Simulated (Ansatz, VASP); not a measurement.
# Si53C55 (C_Si2): VASP beside Ansatz, part 2 of 2

Aim: how closely do two programs agree when they are given the same cell, functional and k mesh? The structure shown is the start of the Ansatz relaxation below; VASP solves that cell, so the two are compared at the walk's first step.

VASP 6.6.1 and Ansatz 0.2.0.

So far: Set-up; Ansatz: relaxation, r2SCAN.

**3. VASP: single point, r2SCAN, start cell**

Level of this step: r2SCAN; plane waves and PAW (Si, C) (VASP).

The same cell, functional and mesh now go to VASP, with its own data sets.

Lines of VASP's logs that name or quote its potential files are left out, and so is its time.

The input, INCAR:

```
SYSTEM = Si53C55
PREC = Accurate
ENCUT = 580
EDIFF = 1E-06
NELM = 120
ISMEAR = 0
SIGMA = 0.01
LREAL = Auto
ALGO = Normal
METAGGA = R2SCAN
LASPH = .TRUE.
NBANDS = 296
LORBIT = 11
LWAVE = .FALSE.
LCHARG = .FALSE.
ISIF = 2
ISYM = 0
GGA_COMPAT = .FALSE.
EFERMI = MIDGAP
LMIXTAU = .TRUE.
NCORE = 2
```

The input, POSCAR:

```
Si53C55
1.0
    9.2359949282      0.0000000000      0.0000000000
   -4.6179974641      7.9986062370      0.0000000000
    0.0000000000      0.0000000000     15.1078644027
Si C
53 55
Direct
    0.1126989366      0.2215202183      0.8299178273
    0.2268785525      0.1163452697      0.3316740121
    0.2196231949      0.1054538722      0.6679019437
[... 5 atom lines left out ...]
    0.2219496802      0.4414556606      0.6636918848
[... 7 atom lines left out ...]
    0.9993284751      0.6649758523      0.5029068833
[... 1 atom line left out ...]
    0.4409720316      0.2169462965      0.8346856090
[... 1 atom line left out ...]
    0.5563084560      0.1168502327      0.6662863613
[... 1 atom line left out ...]
    0.3285687067      0.0010989415      0.4994766169
[... 1 atom line left out ...]
    0.4401107990      0.5557463223      0.8310849678
    0.5520271000      0.4393704223      0.3348208499
[... 1 atom line left out ...]
    0.3331802600      0.3360515470      0.5025557417
[... 3 atom lines left out ...]
    0.5527242468      0.7811059596      0.6659574598
[... 1 atom line left out ...]
    0.3331051282      0.6624584138      0.5018843695
[... 1 atom line left out ...]
    0.7739533379      0.2244098468      0.8322296034
[... 5 atom lines left out ...]
    0.7735680717      0.5571721957      0.8338850988
[... 1 atom line left out ...]
    0.8855462193      0.4473426862      0.6666316120
[... 1 atom line left out ...]
    0.6624428904      0.3276273294      0.4986619418
[... 1 atom line left out ...]
    0.7824419420      0.8941641566      0.8317135146
[... 1 atom line left out ...]
    0.8870844963      0.7802704390      0.6688953998
[... 1 atom line left out ...]
    0.6663885388      0.6717124010      0.5006630188
[... 3 atom lines left out ...]
    0.1138847073      0.2187858670      0.7076761953
[... 1 atom line left out ...]
    0.2231293409      0.1153412198      0.5392063883
[... 3 atom lines left out ...]
    0.1151984346      0.5553221234      0.7100780570
[... 1 atom line left out ...]
    0.2173428769      0.4388923390      0.5407164628
[... 1 atom line left out ...]
    0.9997740085      0.6660061568      0.8776573344
[... 1 atom line left out ...]
    0.1131128914      0.8936393152      0.7058576723
[... 3 atom lines left out ...]
    0.3279136796      0.9947447094      0.8738205909
[... 1 atom line left out ...]
    0.4475151626      0.2256635652      0.7106333969
[... 1 atom line left out ...]
    0.5533735531      0.1129165474      0.5389822667
[... 1 atom line left out ...]
    0.5576493019      0.4410063323      0.6650155662
    0.3391995960      0.3367660465      0.8754687392
    0.3271861312      0.3292828678      0.3743026711
    0.4415491483      0.5586420768      0.7070376537
[... 1 atom line left out ...]
    0.5582107243      0.4411151012      0.5424621761
[... 1 atom line left out ...]
    0.3376815998      0.6659023888      0.8728092633
[... 1 atom line left out ...]
    0.4454849400      0.8911114998      0.7110896493
[... 1 atom line left out ...]
    0.5503994020      0.7780483019      0.5408442770
[... 3 atom lines left out ...]
    0.7731912091      0.2235830777      0.7082538415
[... 3 atom lines left out ...]
    0.6641386584      0.3370004623      0.8746386417
    0.6628941378      0.3312255812      0.3770023908
    0.7734245801      0.5533507800      0.7103717451
[... 1 atom line left out ...]
    0.8828343824      0.4400902977      0.5413871731
[... 1 atom line left out ...]
    0.6725998586      0.6695137679      0.8754063213
    0.6630741929      0.6635479786      0.3717819971
    0.7791459036      0.8942988051      0.7065538660
[... 1 atom line left out ...]
    0.8869580290      0.7721621514      0.5428799056
    0.7777690360      0.8860221131      0.0387194367
```

The input, KPOINTS:

```
Points of the shifted mesh
1
Reciprocal
 0.2500000000  0.2500000000  0.2500000000 1
```

Potentials, in the order of the species: Si and C (PBE family, release 64).

Launch:

```console
mpirun -np 8 vasp_std
```

Numbers of over 12 decimals in the logs are rounded to 6 here.

The log of the run:

```text
[banner, memory and clock lines left out]
running    8 mpi-ranks, on    1 nodes
[...]
|                                                                             |
|               ----> ADVICE to this user running VASP <----                  |
|                                                                             |
|     You enforced a specific xc type in the INCAR file but a different       |
|     [... a line on the potential file left out ...]
|     I HOPE YOU KNOW WHAT YOU ARE DOING!                                     |
|                                                                             |

 LDA part: xc-table for (None), standard interpolation
 POSCAR, INCAR and KPOINTS ok, starting setup
[...]
entering main loop
       N       E                     dE             d eps       ncg     rms          rms(c)
DAV:   1     0.121047183614E+04    0.12105E+04   -0.21796E+05   592   0.149E+03
DAV:   2    -0.103762918946E+04   -0.22481E+04   -0.21165E+04   720   0.255E+02
DAV:   3    -0.119713331830E+04   -0.15950E+03   -0.15778E+03   728   0.627E+01
DAV:   4    -0.120072465641E+04   -0.35913E+01   -0.35746E+01   720   0.102E+01
[...]
DAV:  24    -0.104110780763E+04   -0.51948E-04   -0.61569E-05   680   0.147E-02    0.475E-02
DAV:  25    -0.104110780575E+04    0.18832E-05   -0.31200E-05   672   0.919E-03    0.224E-02
DAV:  26    -0.104110780619E+04   -0.44803E-06   -0.39189E-06   544   0.371E-03
   1 F= -.10411078E+04 E0= -.10411078E+04  d E =0.000000E+00
```

Parts of OUTCAR (step 3):

```text
  FREE ENERGIE OF THE ION-ELECTRON SYSTEM (eV)
  ---------------------------------------------------
  free  energy   TOTEN  =     -1041.1078061939 eV

  energy  without entropy=    -1041.1078061939  energy(sigma->0) =    -1041.10780619
```

The run ends at a pressure of -1.23 GPa, with forces up to 2.8 eV/Å.

**4. Side by side**

Known differences besides the potentials themselves: VASP keeps PBE cores, Ansatz makes them for the functional; fixed occupations in Ansatz, narrow Gaussian smearing in VASP; the cutoff is 500 eV in Ansatz and 580 eV in VASP (PREC = Accurate, projectors in real space). Total energies have different zeros and are not compared.

Forces on 7 of the 108 atoms, those with the largest forces and the largest differences (eV/Å; atoms numbered as in POSCAR):

```
atom          Ansatz x, y, z            VASP x, y, z
 Si3    0.699, 2.346, -1.394    0.690, 2.335, -1.388
Si11   -1.913, 0.248, -1.294   -1.899, 0.245, -1.284
 C74   -0.623, 1.604, -1.662   -0.620, 1.584, -1.656
 C81   2.129, -1.238, -0.993   2.119, -1.232, -0.983
 C83    -1.134, 0.899, 2.390    -1.131, 0.893, 2.369
 C84    1.786, -0.620, 1.366    1.784, -0.618, 1.362
 C99  -1.747, -0.273, -1.466  -1.727, -0.265, -1.452
```

The forces differ by 4.7 meV/Å r.m.s., which is 0.6 % of the r.m.s. force of 0.841 eV/Å (both taken over all components). VASP's last cycles still show a density residual of 2e-03, so its state may not be settled.

**5. Summary of results**

```yaml
r_m_s_force_difference_single_point_r2scan_start_cell: 0.56 % of the r.m.s. force
```

In words: The r.m.s. force difference is 0.56 % of the r.m.s. force (single point, r2SCAN, start cell), within the 3 % picked in this series as the mark of a large difference. 1 further run of this series is not shown here. How closely two codes agree says nothing of how well the functional describes the real material.

[Lines on the potential files, build, host, timing and source positions are cut from VASP's logs without a mark.]

[Logs are printed without paths, hosts, clocks, repeated set-up lines and the standing remarks that a program may print on its own settings, such as how far it seeks lower states.]

[Hosts, paths, dates, database ids (printed as entryN), source tags and the programs' standing remarks are cut or masked in the printed files.]
